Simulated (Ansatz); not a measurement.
# TiCo: the cost of one run

Program: Ansatz 0.2.0. Level of theory: DFT PBE, scalar-relativistic, plane waves, PAW. These are calculated values, not measurements.

4 further runs of the same task are left out: 1 that didn't finish, 3 set aside as unsound or not needed.

**1. The starting structure**

Symmetry: Pm-3m, No. 221, cubic system. The conventional cell has a = 2.986 Å, b = 2.986 Å, c = 2.986 Å, α = 90.00°, β = 90.00°, γ = 90.00°. Around Ti (site symmetry m-3m) lie 8 Co at 2.59 Å. Co (site symmetry m-3m) is surrounded by 8 Ti at 2.59 Å.

Structure file:

```cif
data_structure
_symmetry_space_group_name_H-M 'P 1'
_symmetry_Int_Tables_number 1
_cell_length_a 2.9856
_cell_length_b 2.9856
_cell_length_c 2.9856
_cell_angle_alpha 90.000
_cell_angle_beta 90.000
_cell_angle_gamma 90.000
_cell_volume 26.61
loop_
_atom_site_label
_atom_site_type_symbol
_atom_site_fract_x
_atom_site_fract_y
_atom_site_fract_z
_atom_site_occupancy
Ti1 Ti 0.00000 0.00000 0.00000 1
Co1 Co 0.50000 0.50000 0.50000 1
```

It goes back to an entry of the Materials Project, which need not be the stable form.

It is the result of an earlier relaxation at this level (volume 13.31 Å³/atom; gap on the mesh: none (metal), site moments up to 1.0 μB).

The unstrained cell comes from an earlier run at this level (2 atoms, E(σ→0) -7626.6238 eV, gap none (metal)).

**2. At -1.0 %**

Contents of input.yaml:

```yaml
crystal:
  lattice:
    - [2.9557314142, 0.0, 0.0]
    - [0.0, 2.9557314142, 0.0]
    - [0.0, 0.0, 3.0035008108]
  atoms:
    - { symbol: Ti, position: [0.0, 0.0, 0.0] }
    - { symbol: Co, position: [0.5, 0.5, 0.5], spin: 1.09 }
basis:
  ecutwfc: 420
kpoints:
  mp_grid: { grid: [18, 18, 18] }
hamiltonian:
  xc: pbe
scf:
  occupations: { method: gaussian, width: 0.1 }
output:
  forces: true
  stress: true
  eigenvalues: true
  populations: true
magnetization:
  spin_polarized: true
relax:
  adjacent_minimum: "off"
  f_tol: 0.008
  max_steps: 40
  cell: { stress_tol: 0.015, fix: [a, b, gamma] }
```

The run is started by

```
> ansatz run input.yaml --threads 1 --pin off --max-ram 2560MiB --backend cpu --events-out ev --progress --plain --runs-dir out
```

**Question.** How long does this run take on 1 thread of Intel Xeon 6975P-C (Granite Rapids), shared host, and how much memory does it need?

About 96 s, with a peak of 0.8 GiB.
